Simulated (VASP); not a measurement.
# Settings for BN: relaxation of the atoms

BN, P1 (no. 1), 4 atoms in the cell. PBE; PAW potentials N, B (PBE set). VASP 6.6.1.

Wanted: energy within 0.5 meV/atom; shortest distances from each atom, periodic images included within 0.002 Å.

What the run is for: geometry; Accuracy asked: tight.

POSCAR:
```
BN
1.0
    2.5539396017      0.0000000000      0.0000000000
   -1.2769698009      2.2117765748      0.0000000000
    0.0000000000      0.0000000000      4.2268550000
N B
2 2
Direct
    0.3124910000      0.6412550000      0.1352390000
    0.6375770000      0.3142110000      0.6431540000
    0.3536570000      0.7087090000      0.5073230000
    0.7000220000      0.3484690000      0.9985740000
```

The series start from Plane-wave cutoff (eV): 520; k-point mesh: 6 × 6 × 3; Ionic threshold (EDIFFG): -0.01; Electronic threshold (eV): 1e-6; Precision mode (PREC): Accurate; Relaxation algorithm: IBRION=2; Electronic steps between moves: NELMIN=4 ALGO=Normal. Each series keeps the choices made before it, and each single choice may use up half of a tolerance.

## Plane-wave cutoff (eV)

| Plane-wave cutoff (eV) | Energy less reference (meV/atom) | Shortest distances from each atom, periodic images included, largest deviation (Å) | SCF iterations | Time (s) |
|---|---|---|---|---|
| 360 | 15.69 | 0.0001 | 68 | 18 |
| 400 | 4.55 | 0.0001 | 68 | 23 |
| 460 | 1.22 | 0.0000 | 68 | 24 |
| 520 | 2.69 | 0.0000 | 68 | 24 |
| 640 (reference) | 0.00 | 0.0000 | 68 | 41 |

Chosen: 640; the next looser run is off by more than half of the tolerance, so convergence isn't shown beyond this value.

## k-point mesh

| k-point mesh | Energy less reference (meV/atom) | Shortest distances from each atom, periodic images included, largest deviation (Å) | SCF iterations | Time (s) |
|---|---|---|---|---|
| 3 × 3 × 2 | 95.09 | 0.0105 | 81 | 16 |
| 5 × 5 × 3 | 4.92 | 0.0006 | 68 | 28 |
| 6 × 6 × 3 | 1.59 | 0.0001 | 68 | 41 |
| 8 × 8 × 4 | 0.04 | 0.0000 | 68 | 88 |
| 10 × 10 × 5 (reference) | 0.00 | 0.0000 | 68 | 159 |

Chosen: 8 × 8 × 4, the loosest value from which every tighter one stays within half of the tolerance.

## Ionic threshold (EDIFFG)

| Ionic threshold (EDIFFG) | Energy less reference (meV/atom) | Shortest distances from each atom, periodic images included, largest deviation (Å) | SCF iterations | Time (s) |
|---|---|---|---|---|
| -0.1 | 0.04 | 0.0021 | 56 | 65 |
| -0.05 | 0.02 | 0.0019 | 60 | 70 |
| -0.02 | 0.00 | 0.0002 | 68 | 79 |
| -0.01 | 0.00 | 0.0002 | 68 | 88 |
| -0.005 | 0.00 | 0.0002 | 76 | 87 |
| -0.002 (reference) | 0.00 | 0.0000 | 84 | 96 |

Chosen: -0.02.

## Electronic threshold (eV)

| Electronic threshold (eV) | Energy less reference (meV/atom) | Shortest distances from each atom, periodic images included, largest deviation (Å) | SCF iterations | Time (s) |
|---|---|---|---|---|
| 0.0001 | 0.00 | 0.0001 | 56 | 63 |
| 1e-5 | 0.00 | 0.0000 | 61 | 72 |
| 1e-6 | 0.00 | 0.0000 | 68 | 79 |
| 1e-7 (reference) | 0.00 | 0.0000 | 76 | 91 |

Chosen: 0.0001.

## Precision mode (PREC)

| Precision mode (PREC) | Energy less reference (meV/atom) | Shortest distances from each atom, periodic images included, largest deviation (Å) | SCF iterations | Time (s) |
|---|---|---|---|---|
| Normal | 0.00 | 0.0000 | 56 | 31 |
| Accurate (reference) | 0.00 | 0.0000 | 56 | 63 |

Chosen: Normal.

## Relaxation algorithm

| Relaxation algorithm | Energy less reference (meV/atom) | Shortest distances from each atom, periodic images included, largest deviation (Å) | SCF iterations | Time (s) |
|---|---|---|---|---|
| IBRION=2 | 0.00 | 0.0000 | 56 | 31 |
| IBRION=2 POTIM=0.2 | 0.00 | 0.0003 | 49 | 27 |
| IBRION=2 POTIM=0.8 | 0.00 | 0.0001 | 66 | 37 |
| IBRION=1 | 0.00 | 0.0004 | 49 | 27 |
| IBRION=1 POTIM=0.2 | 0.01 | 0.0002 | 33 | 18 |
| IBRION=1 POTIM=0.3 NFREE=9 | 0.00 | 0.0003 | 34 | 19 |
| IBRION=3 POTIM=0.2 SMASS=0.4 | 0.00 | 0.0004 | 120 | 69 |
| IBRION=3 POTIM=0.3 | 0.00 | 0.0004 | 62 | 36 |

Chosen: IBRION=1 POTIM=0.2, the fastest of those that stay within half of the tolerance.

## Electronic steps between moves

| Electronic steps between moves | Energy less reference (meV/atom) | Shortest distances from each atom, periodic images included, largest deviation (Å) | SCF iterations | Time (s) |
|---|---|---|---|---|
| NELMIN=4 ALGO=Normal | 0.00 | 0.0000 | 33 | 18 |
| ALGO=Normal | -0.01 | 0.0002 | 32 | 20 |
| NELMIN=4 MAXMIX=40 ALGO=Normal | -0.01 | 0.0002 | 32 | 18 |
| NELMIN=4 ALGO=Fast | 0.00 | 0.0000 | 34 | 18 |
| NELMIN=4 MAXMIX=40 ALGO=Fast | -0.01 | 0.0001 | 39 | 21 |

Chosen: NELMIN=4 ALGO=Normal; no other choice that stays within half of the tolerance saves 30 % of the time.

## All choices together

| Input | Energy less reference (meV/atom) | Shortest distances from each atom, periodic images included, largest deviation (Å) | Time (s) |
|---|---|---|---|
| the program's defaults (naive) | 4.25 | 0.0020 | 5.5 |
| chosen settings | 0.05 | 0.0002 | 18 |
| reference settings throughout | 0.00 | 0.0000 | 204 |

The chosen settings stay within the tolerance of the reference run, but the reference itself isn't shown to be converged in: Plane-wave cutoff (eV).

## The input

INCAR:
```
GGA = PE
ISMEAR = 0
SIGMA = 0.03
LWAVE = F
LCHARG = F
ISIF = 2
NSW = 120
PREC = Normal
LASPH = T
LREAL = F
ALGO = Normal
EDIFF = 1E-4
NELM = 120
GGA_COMPAT = F
IBRION = 1
EDIFFG = -0.02
NELMIN = 4
ENCUT = 640
EFERMI = MIDGAP
KPAR = 2
POTIM = 0.2
```

KPOINTS:
```
Automatic mesh
0
Gamma
  8 8 4
  0 0 0
```

Commands:
```
cat potpaw_PBE.64/N/POTCAR potpaw_PBE.64/B/POTCAR > POTCAR
mpirun -np 2 vasp_std > vasp.out
```

The chosen input took VASP 6.6.1 18 s on 2 cores (AMD EPYC 9R45 (Zen 5)), a shared host.

## An input that fails: ionic step far too long

VASP's message: internal error in: us.F  at line: 1398 internal ERROR SETYLM_AUG: -9 2 31 31 -10 1 1 If you are not a developer, you should not encounter this problem. Please submit a bug report.

Changes against the starting input:
```
- NSW = 120
- NELM = 120
- IBRION = 2
+ NSW = 30
+ NELM = 84
+ IBRION = 1
+ POTIM = 3.0
```
